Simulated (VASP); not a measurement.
## GaSb: relaxation of cell and atoms with PBE+D3

Crystal: GaSb.

```
CELL_PARAMETERS angstrom
0.00000 3.05900 3.05900
3.05900 0.00000 3.05900
3.05900 3.05900 0.00000
ATOMIC_POSITIONS crystal
Sb 0.75000 0.75000 0.75000
Ga 0.00000 0.00000 0.00000
```

```yaml
Program: VASP 6.6.1
Task: relaxation of cell and atoms
Functional: PBE
Dispersion: D3
Potentials_or_basis: VASP PAW PBE potentials, release 64 (Sb, Ga_d)
Cutoff: 600 eV
k_mesh: 8 × 8 × 8
Occupations: fermi-dirac, width 0.05 eV
Spin: no spin polarisation
Further_INCAR_settings: ALGO = Fast; EDIFF = 1e-07; IBRION = 2; EDIFFG = -0.005; NSW = 40; ISIF = 3
```

```
Relaxed volume                         : 29.38 Å³/atom
Relaxed cell                           : a = 4.364 Å, b = 4.364 Å, c = 4.364 Å, α = 60.00°, β = 60.00°, γ = 60.00°
Space group after relaxing (to 0.05 Å) : F-43m (No. 216)
Energy gained by relaxing              : 3.1 meV/atom
Ionic steps                            : 3
Pressure after relaxing                : 0.0 GPa
Band gap on the k mesh                 : none (metal or under the smearing width)
Dispersion energy per atom             : -0.221 eV
```

The path:
| step | energy change (eV) | largest force (eV/Å) | pressure (GPa) | volume (Å³) |
| --- | --- | --- | --- | --- |
| 1 | 0.0000 | 0.0000 | 1.32 | 57.25 |
| 2 | -0.0056 | 0.0000 | -0.37 | 59.23 |
| 3 | -0.0062 | 0.0000 | -0.01 | 58.77 |

Final structure:
```cif
data_structure
_symmetry_space_group_name_H-M 'P 1'
_symmetry_Int_Tables_number 1
_cell_length_a 4.3640
_cell_length_b 4.3640
_cell_length_c 4.3640
_cell_angle_alpha 60.000
_cell_angle_beta 60.000
_cell_angle_gamma 60.000
_cell_volume 58.77
loop_
_atom_site_label
_atom_site_type_symbol
_atom_site_fract_x
_atom_site_fract_y
_atom_site_fract_z
_atom_site_occupancy
Sb1 Sb 0.75000 0.75000 0.75000 1
Ga1 Ga 0.00000 0.00000 0.00000 1
```

Levels at points of the mesh, in eV from the Fermi level:
| k point | band 5 | band 6 | band 7 | band 8 | band 9 | band 10 | band 11 | band 12 | band 13 |
| --- | --- | --- | --- | --- | --- | --- | --- | --- | --- |
| (0.00, 0.00, 0.00) | -14.98 | -11.34 | -0.19 | -0.04 | -0.04 | -0.04 | 2.74 | 2.74 | 2.74 |
| (0.50, 0.00, 0.00) | -14.98 | -9.78 | -6.28 | -1.15 | -1.15 | 0.31 | 3.71 | 3.71 | 6.44 |
| (0.50, 0.50, 0.00) | -14.98 | -8.99 | -6.74 | -2.52 | -2.52 | 0.89 | 1.26 | 8.47 | 8.47 |

Wall time 42 s on 1 thread of Intel(R) Xeon(R) 6975P-C (Granite Rapids), on a shared host, peak memory 0.23 GiB.

Caveat: pairwise dispersion overbinds metals, which lowers pressure and volume; this crystal is a semiconductor, whose small gap the functional closes, so the metal is an error of the method. Zero-point motion and thermal expansion aren't in these numbers.
